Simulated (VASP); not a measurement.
All values below come from r2SCAN meta-GGA, VASP's PBE PAW potentials (set 64) (plane waves; VASP).

The input files of a VASP run:

### INCAR
```
# general
SYSTEM =MgF2
PREC   =Accurate
ENCUT  =530   # plane-wave cut-off (eV)
LREAL  =F   # projection in real space or not
LASPH  =T   # aspherical one-centre terms

# electronic loop
EDIFF  =1E-6   # SCF stop (eV)
NELM   =100
ALGO   =Normal   # blocked Davidson
LMIXTAU=T

# smearing
ISMEAR =0   # Gaussian
SIGMA  =0.05   # width (eV)

# functional
METAGGA=R2SCAN

# ions
IBRION =2   # conjugate gradients
NSW    =60
ISIF   =3   # ions, shape and volume
EDIFFG =-0.02

# output
LWAVE  =F
LCHARG =F
```

KPOINTS:
```
K-points
0
gamma
 5 5 7
0 0 0
```

**POSCAR**
```
MgF2
1
    4.6200000000     0.0000000000     0.0000000000
    0.0000000000     4.6200000000     0.0000000000
    0.0000000000     0.0000000000     3.0500000000
Mg F
2 4
Direct
  0.0000000000   0.0000000000   0.0000000000
  0.5000000000   0.5000000000   0.5000000000
  0.3030000000   0.3030000000   0.0000000000
  0.8030000000   0.1970000000   0.5000000000
  0.1970000000   0.8030000000   0.5000000000
  0.6970000000   0.6970000000   0.0000000000
```

POTCAR, in this order: Mg F (PBE.64 set). Program: vasp_std.

What VASP printed:

File OUTCAR:
```
 ion  position               nearest neighbor table
   1  0.000  0.000  0.000-   3 1.98   6 1.98   5 2.00   4 2.00   4 2.00   5 2.00   2 3.61   2 3.61
                             2 3.61   2 3.61   2 3.61   2 3.61   2 3.61   2 3.61
   2  0.500  0.500  0.500-   4 1.98   5 1.98   3 2.00   6 2.00   3 2.00   6 2.00   1 3.61   1 3.61
                             1 3.61   1 3.61   1 3.61   1 3.61   1 3.61   1 3.61
   3  0.303  0.303  0.000-   1 1.98   2 2.00   2 2.00
   4  0.803  0.197  0.500-   2 1.98   1 2.00   1 2.00
   5  0.197  0.803  0.500-   2 1.98   1 2.00   1 2.00
   6  0.697  0.697  0.000-   1 1.98   2 2.00   2 2.00
  LATTYP: Found a simple tetragonal cell.
 ALAT       =     4.6200000000
 C/A-ratio  =     0.6601731602
 Subroutine PRICEL returns:
 Original cell was already a primitive cell.
 Subroutine GETGRP returns: Found 16 space group operations
The static configuration has the point symmetry D_2h.
 The point group associated with its full space group is D_4h.
The dynamic configuration has the point symmetry D_2h.
 Subroutine INISYM returns: Found 16 space group operations
 Subroutine IBZKPT returns following result:
 Found     24 irreducible k-points:

 Following reciprocal coordinates:
            Coordinates               Weight
  0.000000  0.000000  0.000000      1.000000
...
```

File OSZICAR:
```
       N       E                     dE             d eps       ncg     rms          rms(c)
DAV:   1     0.186195913183E+03    0.18620E+03   -0.19166E+04  1016   0.157E+03
DAV:   2    -0.462564958017E+02   -0.23245E+03   -0.22460E+03  1280   0.353E+02
DAV:   3    -0.555538171651E+02   -0.92973E+01   -0.92736E+01  1136   0.723E+01
DAV:   4    -0.556095014518E+02   -0.55684E-01   -0.55675E-01  1076   0.644E+00
DAV:   5    -0.556098189940E+02   -0.31754E-03   -0.31753E-03  1112   0.496E-01    0.905E+00
DAV:   6    -0.462125146657E+02    0.93973E+01   -0.51714E+00   972   0.156E+01    0.270E+00
DAV:   7    -0.429236021826E+02    0.32889E+01   -0.11291E+00  1044   0.129E+01    0.191E+00
DAV:   8    -0.503772489536E+02   -0.74536E+01   -0.12817E+00   960   0.128E+01    0.985E-01
DAV:   9    -0.435867822571E+02    0.67905E+01   -0.43598E-01   960   0.811E+00    0.358E-01
DAV:  10    -0.434435081397E+02    0.14327E+00   -0.19300E-01   960   0.504E+00    0.145E-01
DAV:  11    -0.433959766383E+02    0.47532E-01   -0.56501E-03  1124   0.872E-01    0.132E-01
DAV:  12    -0.438299763502E+02   -0.43400E+00   -0.94274E-02   968   0.344E+00    0.221E-01
DAV:  13    -0.438317188318E+02   -0.17425E-02   -0.17074E-03  1096   0.518E-01    0.118E-01
DAV:  14    -0.438347403886E+02   -0.30216E-02   -0.15008E-03   976   0.508E-01    0.903E-02
DAV:  15    -0.438355080097E+02   -0.76762E-03   -0.30831E-04  1056   0.198E-01    0.548E-02
DAV:  16    -0.438355321595E+02   -0.24150E-04   -0.55206E-05  1052   0.637E-02    0.336E-02
DAV:  17    -0.438355201012E+02    0.12058E-04   -0.77176E-05  1008   0.776E-02    0.931E-03
DAV:  18    -0.438355330085E+02   -0.12907E-04   -0.82943E-06   984   0.346E-02    0.597E-03
DAV:  19    -0.438355384146E+02   -0.54062E-05   -0.84793E-06  1072   0.263E-02    0.194E-03
DAV:  20    -0.438355387205E+02   -0.30581E-06   -0.20792E-07   556   0.579E-03
   1 F= -.43835539E+02 E0= -.43835539E+02  d E =-.438355E+02
       N       E                     dE             d eps       ncg     rms          rms(c)
DAV:   1    -0.438836551361E+02   -0.48117E-01   -0.85830E-01  1080   0.907E+00    0.170E+00
DAV:   2    -0.438394558698E+02    0.44199E-01   -0.16960E-01  1068   0.343E+00    0.279E-01
DAV:   3    -0.438371513476E+02    0.23045E-02   -0.37406E-03   976   0.601E-01    0.987E-02
DAV:   4    -0.438302327351E+02    0.69186E-02   -0.36843E-03   960   0.804E-01    0.410E-02
DAV:   5    -0.438382595709E+02   -0.80268E-02   -0.14234E-03   960   0.507E-01    0.115E-02
DAV:   6    -0.438382506417E+02    0.89292E-05   -0.81940E-05  1032   0.114E-01    0.316E-03
DAV:   7    -0.438383080979E+02   -0.57456E-04   -0.27850E-05   984   0.689E-02    0.428E-03
DAV:   8    -0.438383112648E+02   -0.31669E-05   -0.53289E-06  1020   0.255E-02    0.280E-04
DAV:   9    -0.438383126371E+02   -0.13723E-05   -0.47699E-07   688   0.936E-03    0.124E-04
DAV:  10    -0.438383127461E+02   -0.10898E-06   -0.30071E-08   524   0.221E-03
   2 F= -.43838313E+02 E0= -.43838313E+02  d E =-.277403E-02
```

**OUTCAR**
```
------------------------ aborting loop because EDIFF is reached ----------------------------------------
  FORCE on cell =-STRESS in cart. coord.  units (eV):
  Direction    XX          YY          ZZ          XY          YZ          ZX
  --------------------------------------------------------------------------------------
  Total        0.0386958      0.0386958      0.0381673      0.0000000      0.0000000      0.0000000
  in kB        0.9636449      0.9636449      0.9504822      0.0000000      0.0000000      0.0000000
  external PRESSURE =       0.9592573 kB  Pullay stress =       0.0000000 kB
  volume of cell :       64.34
      direct lattice vectors                 reciprocal lattice vectors
     4.603631812  0.000000000  0.000000000     0.217219804 -0.000000000  0.000000000
     0.000000000  4.603631812  0.000000000     0.000000000  0.217219804  0.000000000
     0.000000000  0.000000000  3.035682505     0.000000000  0.000000000  0.329415213
 POSITION                                       TOTAL-FORCE (eV/Angst)
 -----------------------------------------------------------------------------------
      4.60363      0.00000      0.00000         0.000000      0.000000      0.000000
      2.30182      2.30182      1.51784         0.000000      0.000000      0.000000
      1.39513      1.39513      0.00000        -0.012409     -0.012409     -0.000000
      3.69694      0.90669      1.51784        -0.012409      0.012409      0.000000
      0.90669      3.69694      1.51784         0.012409     -0.012409      0.000000
      3.20850      3.20850      0.00000         0.012409      0.012409      0.000000
 -----------------------------------------------------------------------------------
    total drift:                                0.000000      0.000000     -0.000000
  FREE ENERGIE OF THE ION-ELECTRON SYSTEM (eV)
  ---------------------------------------------------
  free  energy   TOTEN  =       -43.8383127461 eV

  energy  without entropy=      -43.8383127461  energy(sigma->0) =      -43.83831275

 reached required accuracy - stopping structural energy minimisation
```
(Selected blocks of OUTCAR.)

CONTCAR:
```
MgF2
   1.00000000000000
     4.6036318117412316    0.0000000000000000    0.0000000000000000
     0.0000000000000000    4.6036318117412316    0.0000000000000000
     0.0000000000000000    0.0000000000000000    3.0356825050369491
  Mg              F
     2     4
Direct
     1.0000000000000000    0.0000000000000000    0.0000000000000000
     0.5000000000000000    0.5000000000000000    0.5000000000000000
     0.3030492448198633    0.3030492448198633    0.0000000000000000
     0.8030492448198633    0.1969507551801367    0.5000000000000000
     0.1969507551801367    0.8030492448198633    0.5000000000000000
     0.6969507551801367    0.6969507551801367    0.0000000000000000
```

File OUTCAR:
```
 val. band max:       -1.7735513770   @ k =   0.0000   0.0000   0.0000

 cond. band min:       6.3357315617   @ k =   0.0000   0.0000   0.0000


 Fermi energy:        -1.4675390688

 k-point     1 :       0.0000    0.0000    0.0000
  band No.  band energies     occupation
      1     -23.6913      2.00000
      2     -22.8855      2.00000
      3     -22.8855      2.00000
      4     -22.7949      2.00000
      5      -5.8672      2.00000
      6      -4.3373      2.00000
      7      -3.8964      2.00000
      8      -3.8964      2.00000
      9      -3.7067      2.00000
     10      -3.6771      2.00000
     11      -3.0198      2.00000
     12      -3.0198      2.00000
     13      -2.5025      2.00000
     14      -2.0961      2.00000
     15      -2.0961      2.00000
     16      -1.7736      2.00000
     17       6.3357      0.00000
     18      11.5744      0.00000
     19      11.5744      0.00000
     20      13.0931      0.00000

 k-point     2 :       0.2000    0.0000    0.0000
  band No.  band energies     occupation
      1     -23.6270      2.00000
      2     -23.0029      2.00000
      3     -22.8679      2.00000
      4     -22.7674      2.00000
      5      -5.7216      2.00000
      6      -4.3379      2.00000
      7      -4.2665      2.00000
      8      -3.6874      2.00000
      9      -3.6457      2.00000
     10      -3.3415      2.00000
     11      -3.0908      2.00000
     12      -2.9715      2.00000
     13      -2.5526      2.00000
     14      -2.4342      2.00000
     15      -2.1269      2.00000
     16      -1.8721      2.00000
     17       6.8306      0.00000
     18      10.8972      0.00000
     19      11.8349      0.00000
     20      13.2172      0.00000

 k-point     3 :       0.4000    0.0000    0.0000
  band No.  band energies     occupation
      1     -23.4530      2.00000
      2     -23.2213      2.00000
      3     -22.8242      2.00000
      4     -22.7797      2.00000
      5      -5.3563      2.00000
...
```

The compound is MgF2 in the rutile structure. This run relaxes it. Symmetry was kept, so distortions that lower it aren't found. The start is the result of an earlier pass.
